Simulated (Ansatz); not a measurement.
HfN, DFT, PBEsol, all-electron PAW with datasets made for the crystal, scalar-relativistic (Ansatz 0.2.0), run on 1 thread of Intel(R) Xeon(R) Platinum 8488C (Sapphire Rapids) on a shared host.

The geometry is COD entry 1539063, unchecked; take it as a test cell. The listed cell was then made from it by scaling, straining or moving an atom.

Command: `ansatz run input.yaml --threads 1 --pin off --max-ram 3072MiB --backend cpu --events-out ev --progress --plain --runs-dir out`

```yaml
crystal:
  lattice:
    - [0.02259, 2.270295, 2.270295]
    - [2.270295, 0.02259, 2.270295]
    - [2.270295, 2.270295, 0.02259]
  atoms:
    - { symbol: Hf, position: [0.0, 0.0, 0.0] }
    - { symbol: "N", position: [0.5, 0.5, 0.5] }
kpoints:
  mp_grid: { grid: [10, 10, 10] }
scf:
  occupations: { method: fermi_dirac, width: 0.01 }
hamiltonian:
  xc: pbesol
  pseudopotentials: { kind: all_electron, datasets: crystal }
output:
  forces: true
  stress: true
  eigenvalues: true
  efg: { contact_densities: true }
```

Question: How large is the problem that the program sets up?

Answer: 116 irreducible k-points, 459 plane waves at Γ, 22 bands.

Question: Estimate the wall time and the peak memory.

Answer: 19 s of wall time for 10 SCF iterations, with a peak of 0.72 GiB. Times on shared machines scatter by tens of per cent.

Question: And the same cell and mesh by PAW (frozen-core files), asked for forces, stress, eigenvalues, efg, on the same hardware?

Answer: 4.2 s, peak memory 0.45 GiB.
